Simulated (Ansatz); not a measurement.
# HfS2: the cost of one run

Program: Ansatz 0.2.0. Level of theory: DFT PBE, scalar-relativistic, plane waves, PAW. These are calculated values, not measurements.

1 further run of the same task is left out (set aside as unsound or not needed).

### Step 1. The system as given

It takes space group P-3m1 (No. 164, trigonal). Conventional cell: a = 3.652 Å, b = 3.652 Å, c = 29.874 Å, α = 90.00°, β = 90.00°, γ = 120.00°. Hf (site symmetry -3m) has 6 S at 2.56 Å as nearest neighbours. Around S (site symmetry 3m) lie 3 Hf at 2.56 Å.

Coordinates:

```xyz
3
Lattice="3.6518 0.0000 0.0000 -1.8259 3.1625 0.0000 0.0000 0.0000 29.8738" Properties=species:S:1:pos:R:3 pbc="T T F"
Hf    0.0000    0.0000    9.0000
S     1.8259    1.0542    7.5534
S     0.0000    2.1083   10.4466
```

The cell was relaxed beforehand at this level, from a generated guess; it is a trial structure. At a tolerance of 0.02 Å it has layer group p-3m1 (No. 72); it has 3.85 Å²/atom, an uncorrected energy of -1.58 eV/atom over the elements.

Only a and b are periodic; c spans vacuum, so the box's volume, pressure and space group aren't properties of the sheet.

### Step 2. Electronic structure at the relaxed geometry

input.yaml reads:

```yaml
crystal:
  lattice:
    - [3.6517557319, 0.0, 0.0]
    - [-1.8258778659, 3.1625132322, 0.0]
    - [0.0, 0.0, 29.873785]
  atoms:
    - { symbol: Hf, position: [0.0, 0.0, 0.3012673333] }
    - { symbol: S, position: [0.6666666667, 0.3333333333, 0.2528438333] }
    - { symbol: S, position: [0.3333333333, 0.6666666667, 0.3496908333] }
  periodic: [true, true, false]
basis:
  ecutwfc: 420
kpoints:
  mp_grid: { grid: [12, 12, 1] }
  band_path:
    path:
      - [0.0, 0.0, 0.0]
      - [0.5, 0.0, 0.0]
      - [0.33333333, 0.33333333, 0.0]
      - [0.0, 0.0, 0.0]
    npoints: 14
hamiltonian:
  xc: pbe
scf:
  occupations: { method: gaussian, width: 0.02 }
  n_extra_bands: 7
output:
  forces: true
  stress: true
  eigenvalues: true
  populations: true
  dos: { projected: true, de: 0.02, nscf_kmesh: { grid: [18, 18, 1] } }
  bader: true
  write_density: true
  write_potential: true
  elf: true
  volumetric_format: npy
```

Launch:

```bash
> ansatz run input.yaml --threads 1 --pin off --max-ram 3072MiB --backend cpu --events-out ev --progress --plain --runs-dir out
```

What time and memory should one allow on 1 thread of Arm Neoverse V2, shared host?

About 56 s, with a peak of 0.57 GiB.
